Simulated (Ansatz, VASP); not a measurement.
SnO2: VASP beside Ansatz

INCAR

```
SYSTEM = SnO2
PREC = Accurate
ENCUT = 520
EDIFF = 1E-7
ISMEAR = -1
SIGMA = 0.03
LREAL = .FALSE.
LASPH = .TRUE.
NELM = 60
ALGO = Normal
ISIF = 2
LWAVE = .FALSE.
LCHARG = .FALSE.
GGA = PE
NBANDS = 35
```

The input KPOINTS:

```
regular mesh
0
G
  4 4 6
  0 0 0
```

POSCAR

```
SnO2
1.0
    4.5952295000      0.0000000000      0.0000000000
    0.0000000000      4.5952295000      0.0000000000
    0.0000000000      0.0000000000      3.1864000000
Sn O
2 4
Direct
    0.0000000000      0.0000000000      0.0000000000
    0.5000000000      0.5000000000      0.5000000000
    0.3056200000      0.3056200000      0.0000000000
    0.1943800000      0.8056200000      0.5000000000
    0.6943800000      0.6943800000      0.0000000000
    0.8056200000      0.1943800000      0.5000000000
```

Input for Ansatz:

```yaml
crystal:
  lattice:
    - [4.5952295, 0.0, 0.0]
    - [0.0, 4.5952295, 0.0]
    - [0.0, 0.0, 3.1864]
  atoms:
    - { symbol: Sn, position: [0.0, 0.0, 0.0] }
    - { symbol: Sn, position: [0.5, 0.5, 0.5] }
    - { symbol: O, position: [0.30562, 0.30562, 0.0] }
    - { symbol: O, position: [0.19438, 0.80562, 0.5] }
    - { symbol: O, position: [0.69438, 0.69438, 0.0] }
    - { symbol: O, position: [0.80562, 0.19438, 0.5] }
kpoints:
  mp_grid: { grid: [4, 4, 6] }
  band_path:
    path:
      - [0.0, 0.0, 0.0]
      - [0.0, 0.5, 0.0]
      - [0.5, 0.5, 0.0]
      - [0.0, 0.0, 0.0]
      - [0.0, 0.0, 0.5]
      - [0.0, 0.5, 0.5]
      - [0.5, 0.5, 0.5]
      - [0.0, 0.0, 0.5]
      - [0.0, 0.5, 0.0]
    npoints: 5
scf:
  occupations: { method: fermi_dirac, width: 0.03 }
hamiltonian:
  xc: pbe
  pseudopotentials: { kind: all_electron, lapw: { basis_error: 0.001 } }
output:
  forces: true
  stress: true
  eigenvalues: true
```

Change from the starting cell: equal xx and yy strain of -3 %.

Alike in both runs: task single point; functional PBE; k mesh 4 × 4 × 6; occupations fermi-dirac, width 0.03 eV; no spin polarisation.

|  | VASP | Ansatz |
| --- | --- | --- |
| version | VASP 6.6.1 | Ansatz 0.2.0 |
| potentials or method | VASP PAW PBE potentials, release 64 (Sn_d, O) | all-electron LAPW, scalar-relativistic |
| plane-wave cutoff (eV) | 520 | see its input |

|  | VASP | Ansatz | Ansatz less VASP |
| --- | --- | --- | --- |
| gap on the k mesh at the Fermi level (eV) | 1.90 | 1.91 | +0.011 |
| pressure (GPa) | 26.6 | 25.7 | -0.93 |
| largest component of the traceless stress (GPa) | 0.91 | 1.14 | +0.223 |
| rms of the force components (eV/Å) | 0.007 | 0.001 | -0.0064 |

Atom by atom the forces differ by 0.006 eV/Å (rms over components). Ansatz ran all-electron here, so the differences hold the error of VASP's frozen core and of both bases.

Caveats: so large a pressure means that the cell lies far from this level's equilibrium, or that cutoff or potentials fall short (VASP); spin-orbit coupling is left out, which moves the levels of the heavy elements.
